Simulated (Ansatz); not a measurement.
## What a change of settings does to a run on InAs

The cell is COD entry 1537448, as deposited and not checked against the literature; nothing was relaxed. It is an old determination, and later ones may differ.

First run: DFT, LDA, PAW with Ansatz's default frozen-core files, scalar-relativistic (Ansatz 0.2.0).

Command: `ansatz run input.yaml --threads 1 --pin off --max-ram 2048MiB --backend cpu --events-out ev --progress --plain --runs-dir out` The run took 4.5 s on 1 thread of Intel(R) Xeon(R) 6975P-C (Granite Rapids) (shared host), peak memory 0.47 GiB.

```yaml
crystal:
  lattice:
    - [0.0, 3.024, 3.024]
    - [3.024, 0.0, 3.024]
    - [3.024, 3.024, 0.0]
  atoms:
    - { symbol: In, position: [0.0, 0.0, 0.0] }
    - { symbol: As, position: [0.75, 0.75, 0.75] }
kpoints:
  mp_grid: { grid: [10, 10, 10] }
  band_path:
    path:
      - [0.0, 0.0, 0.0]
      - [-0.5, -0.5, 0.0]
      - [-0.375, -0.375, 0.25]
      - [-0.375, 0.0, 0.375]
      - [0.0, 0.0, 0.0]
      - [0.0, 0.0, 0.5]
      - [-0.5, -0.25, 0.25]
      - [-0.5, -0.5, 0.0]
    npoints: 5
scf:
  occupations: { method: fermi_dirac, width: 0.08 }
hamiltonian:
  xc: lda
  pseudopotentials: { kind: paw }
output:
  forces: true
  stress: true
  eigenvalues: true
  efg: { contact_densities: true }
  write_density: true
  write_potential: true
  elf: true
  volumetric_format: npy
```

Result: converged; pressure -0.64 GPa; no gap on the k mesh; 6 SCF iterations.

Spin–orbit coupling is left out, though it moves levels of the heavy atoms by tenths of an eV or more.

The input is then changed:

```diff
@@ -24,5 +24,5 @@
 hamiltonian:
   xc: lda
-  pseudopotentials: { kind: paw }
+  pseudopotentials: { kind: nc, accuracy: standard }
 output:
   forces: true
@@ -30,7 +30,5 @@
   eigenvalues: true
   efg: { contact_densities: true }
-  write_density: true
-  write_potential: true
-  elf: true
-  volumetric_format: npy
+basis:
+  ecutrho_ratio: 12
```

Question: Predict the outcome of the changed run.

Answer: It was refused before any iteration. The program says:
```
Error: output.efg without hamiltonian.pseudopotentials.kind: paw|paw_fr|all_electron or hamiltonian.pseudopotentials.kind: all_electron — the all-electron EFG reconstruction needs the PAW one-centre densities; drop the efg request, or set kind: paw (paw_fr under spin-orbit coupling) (under a functional that reads the kinetic-energy density, kind: paw is refused in some combinations and carries risks of its own in the rest: see hamiltonian.xc for the refusals and hamiltonian.pseudopotentials.kind for the risks, both in the input reference; kind: paw is refused beside gw.static_remainder)
```
